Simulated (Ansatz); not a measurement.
## SnSe: Se vacancy

These are results of DFT PBE, scalar-relativistic, plane waves, PAW in Ansatz 0.2.0, not measurements. Settings: 420 eV cutoff, 2×2×2 k-mesh, shifted by half a step, Gaussian smearing of 0.02 eV, no spin polarisation.

Host crystal, relaxed:

```
Sn Se
1.0
     0.00000    3.03080    3.03080
     3.03080    0.00000    3.03080
     3.03080    3.03080    0.00000
Sn Se
1 1
Direct
  0.00000 0.00000 0.00000
  0.50000 0.50000 0.50000
```

Supercell of 32 atoms, rows in host cell vectors: 1 -3 1; -3 1 1; 1 1 -3. Atoms relax at the host's cell from a start displaced at random by 0.05 Å near the defect, so other minima may exist. The cell is small, so energies carry finite-size errors of tenths of an eV. Atoms are taken from and returned to the elements' standard states.

Defect: Se vacancy set at (0.500, 0.500, 0.500) of the host cell. In charge 0 some atom moved by up to 0.5 Å, so the relaxed defect can differ in kind from the start. Before relaxation its nearest neighbours are 6 Sn at 3.03 Å.

```tsv
charge	E_f at the valence band top (eV)	moment (μB)	largest move (Å)	atoms near the site
0	1.91	0.00	0.51	2 Sn at 2.61 Å, 1 Sn at 2.65 Å, 1 Sn at 3.06 Å, 1 Sn at 3.08 Å, 1 Sn at 3.09 Å
```